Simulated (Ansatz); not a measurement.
**MgO (zincblende) under strain**

MgO built on the zincblende prototype, relaxed with r2SCAN in Ansatz 0.2.0. The symmetry is F-43m (No. 216, cubic); conventional cell a = 4.564 Å, 11.88 Å³ an atom. Around Mg lie 4 O at 1.98 Å; around O lie 4 Mg at 1.98 Å.

The axes x, y and z are those of this cell:
```
CELL_PARAMETERS angstrom
0.00000 2.28201 2.28201
2.28201 0.00000 2.28201
2.28201 2.28201 0.00000
ATOMIC_POSITIONS crystal
Mg 0.00000 0.00000 0.00000
O 0.25000 0.25000 0.25000
```

Unstrained: The PBE gap is direct at Γ: 3.657 eV. With r2SCAN the gap is 4.336 eV and direct, at Γ. The HSE06 gap is direct at Γ: 5.268 eV. Meshes: PBE 10×10×10, r2SCAN 10×10×10, HSE06 6×6×6. Strains are changes of length per length, and xy shears are angles. After each strain the atoms were relaxed again with r2SCAN within the symmetry that the strain leaves, so tilts or polar shifts that break it weren't tested; points keep the names that they have in the unstrained zone. Simulation only: spin-unpolarised, and no claim that this is the phase found in nature.

Changes of the least gap in eV (an overlap counts as a negative gap):
```
                                                                   strain  volume change (%)  space group     PBE  r2SCAN   HSE06  G0W0@PBE (mesh)  energy rise, r2SCAN (meV/atom)
epitaxial -4.0 % in the plane normal to [111], free normal strain +2.23 %               -5.8          R3m  +0.151  +0.166       –            +0.21                            34.6
                                         isotropic +4.0 % on every length              +12.5        F-43m  -0.628  -0.665  -0.705            -0.83                            59.5
                              xy shear, engineering strain (angle) +5.0 %               -0.1         Imm2  -0.161  -0.163  -0.161            -0.18                             8.1
             epitaxial +0.5 % in the xy plane, free normal strain -0.71 %               +0.3        I-4m2  -0.033  -0.034  -0.035            -0.04                             0.2
                                                  uniaxial +2.0 % along z               +2.0        I-4m2  -0.128  -0.136  -0.140            -0.16                             2.3
```
Unstrained, G0W0@PBE with 99 empty bands, a screening cutoff of 150 eV and a 6×6×6 mesh gives 5.75 eV on its mesh; the band count follows the volume. No extrapolation in bands, cutoff or mesh was made for G0W0.

Epitaxial -4.0 % in the plane normal to [111], free normal strain +2.23 %. r2SCAN: the gap goes from 4.336 to 4.502 eV (+0.166 eV); with r2SCAN the top three valence levels at Γ, degenerate before, become 2+1 from the top over 403 meV. Stress change with r2SCAN, compression positive: xx +8.17, yy +8.17, zz +8.17, xy -4.10, xz -4.10, yz -4.10 GPa.

Isotropic +4.0 % on every length. HSE06: the gap goes from 5.268 to 4.563 eV (-0.705 eV). Stress change with r2SCAN, compression positive: xx -11.68, yy -11.68, zz -11.68 GPa. For HSE06, dE_g/d ln V = -6.0 eV over this step.

Xy shear, engineering strain (angle) +5.0 %. HSE06: the gap goes from 5.268 to 5.107 eV (-0.161 eV); with r2SCAN the top three valence levels at Γ, degenerate before, become 1+1+1 from the top over 272 meV. Stress change with r2SCAN, compression positive: xx +0.10, yy +0.10, zz -0.21, xy -4.41 GPa.

Epitaxial +0.5 % in the xy plane, free normal strain -0.71 %. HSE06: the gap goes from 5.268 to 5.233 eV (-0.035 eV); with r2SCAN the top three valence levels at Γ, degenerate before, become 1+2 from the top over 25 meV. Stress change with r2SCAN, compression positive: xx -0.54, yy -0.54, zz -0.02 GPa.

Uniaxial +2.0 % along z, other directions held. r2SCAN: the gap goes from 4.336 to 4.200 eV (-0.136 eV); least and direct gap lie within 0.04 eV, so its kind isn't settled. HSE06: the gap goes from 5.268 to 5.128 eV (-0.140 eV); with r2SCAN the top three valence levels at Γ, degenerate before, become 2+1 from the top over 44 meV. Stress change with r2SCAN, compression positive: xx -2.07, yy -2.07, zz -3.09 GPa.

The meshes of the hybrids are coarse, so their gaps aren't converged to the digits shown.

The splittings at Γ are without spin-orbit coupling, which regroups them where it is of like size or larger.
